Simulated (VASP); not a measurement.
Write the native input for VASP 6.6.1 that does the following.

| Property | Result |
| --- | --- |
| Task | single point |
| Functional | LDA |
| Potentials or basis | VASP PAW LDA potentials, release 64 (Cl, H) |
| Cutoff | 520 eV |
| k mesh | 1 × 1 × 1 |
| Occupations | fermi-dirac, width 0.02 eV |
| Spin | no spin polarisation |
| Dipole correction | no |
| Further INCAR settings | LREAL = Auto; ALGO = Fast; EDIFF = 1e-06; NBANDS = 46 |

The structure of HCl lies in POSCAR:

```
HCl
1.0
    7.6562770000      0.0000000000      0.0000000000
    0.0000000000      7.6562770000      0.0000000000
    0.0000000000      0.0000000000      7.6562770000
Cl H
8 8
Direct
    0.2383403840      0.5793024469      1.0266086245
    0.8426027428      0.5497972448      0.7252741770
    0.1369464558      0.4118450782      0.4385160046
    0.3825227327      0.2991009860      0.7420186077
    1.0013874890      0.1068012560      0.0249337896
    0.2210082002      0.7936494461      0.6239716771
    0.6300059415      0.6227308651      0.1059784018
    0.6197790388      0.8535349492      0.4564620637
    0.3016479158      0.4362433595      0.9162416668
    0.7723727864      0.6656629586      0.6169447631
    0.0063607939      0.4375886609      0.5399752386
    0.2697786405      0.3392118650      0.6228353546
    0.9067200677      0.0667426218      0.1468860126
    0.2827222683      0.7671613762      0.7875368146
    0.4881746050      0.6966440739      0.1437774521
    0.4833158466      0.7981424914      0.5511033626
```

The cell was built by a generator and needn't be a form met in nature.

These files were run (other wordings do the same):

INCAR

```
SYSTEM = HCl
ALGO = Fast
EDIFF = 1E-6
ENCUT = 520
GGA = CA
ISIF = 2
ISMEAR = -1
LASPH = .TRUE.
LCHARG = .FALSE.
LREAL = Auto
LWAVE = .FALSE.
NBANDS = 46
NELM = 100
PREC = Accurate
SIGMA = 0.02
```

KPOINTS

```
k-points
0
G
  1 1 1
  0 0 0
```

Potentials or basis: VASP PAW LDA potentials, release 64 (Cl, H).

Launch:

```bash
$ cat potpaw_LDA.64/Cl/POTCAR potpaw_LDA.64/H/POTCAR > POTCAR
$ mpirun -np 1 vasp_gam > vasp.out
```

Results of the run:

| Quantity | Value |
| --- | --- |
| Pressure | 0.8 GPa |
| Largest force | 2.510 eV/Å |
| Band gap on the k mesh | 4.59 eV, direct |

Wall time 32 s on 1 thread of Intel(R) Xeon(R) Platinum 8259CL CPU @ 2.50GHz (Skylake/Cascade Lake) (shared host), peak memory 0.32 GiB.
